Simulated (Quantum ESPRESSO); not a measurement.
Crystal: ZrC.

```
Zr C
1.0
     0.00000    2.36500    2.36500
     2.36500    0.00000    2.36500
     2.36500    2.36500    0.00000
Zr C
1 1
Direct
  0.50000 0.50000 0.50000
  0.00000 0.00000 0.00000
```

Base run:

- Program: Quantum ESPRESSO 7.5
- Functional: PBEsol
- Potentials or basis: GBRV 1.5 PBEsol
- Cutoff: 612 eV
- Density cutoff: 4898 eV
- k mesh: 10 × 10 × 10
- Occupations: fermi-dirac, width 0.05 eV
- Spin: no spin polarisation
- Hubbard terms: Zr d U = 1 eV

Its results: band gap on the k mesh none (metal or under the smearing width); pressure -7.2 GPa.

**Question.** The run is repeated on the same cell with these changes: hubbard terms from Zr d U = 1 eV to Zr d U = 8 eV. What comes out?

**Answer.** Band gap on the k mesh none (metal or under the smearing width); pressure 6.1 GPa.

Caveats: U without spin polarisation on a metal has little footing; the U is typed as a test and isn't derived for this compound.
